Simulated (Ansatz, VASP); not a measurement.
## One calculation of Ag, two programs

```
Ag
1.0
     0.00000    2.04275    2.04275
     2.04275    0.00000    2.04275
     2.04275    2.04275    0.00000
Ag
1
Direct
  0.00000 0.00000 0.00000
```

Alike in both runs: task relaxation of cell and atoms; functional RPBE; dispersion D4; k mesh 11 × 11 × 11; occupations fermi-dirac, width 0.05 eV; no spin polarisation.

```csv
,VASP,Ansatz
version,VASP 6.6.1,Ansatz 0.2.0
potentials or method,"VASP PAW PBE potentials, release 64 (Ag)",Ansatz PAW
plane-wave cutoff (eV),600,420
valence electrons in the cell,11,19
```

VASP gave:

```
relaxed volume (Å³/atom)                                     : 16.84
relaxed cell length with the largest relative difference (Å) : 2.877
```

Problem. Which values does Ansatz return?

Solution. Relaxed volume (Å³/atom): 16.88; relaxed cell length with the largest relative difference (Å): 2.879.

The two sets of potentials don't hold the same shells in valence.

Caveats: the PAW data sets were made with another functional, which shifts forces and pressure a little (VASP); pairwise dispersion overbinds metals, which lowers pressure and volume (VASP); the plane-wave basis is chosen anew once the cell has moved, so the energies of steps on either side of that aren't comparable (Ansatz); the PAW data sets come from PBE, with cores solved anew for the run's functional, which leaves a small shift of forces and pressure (Ansatz).
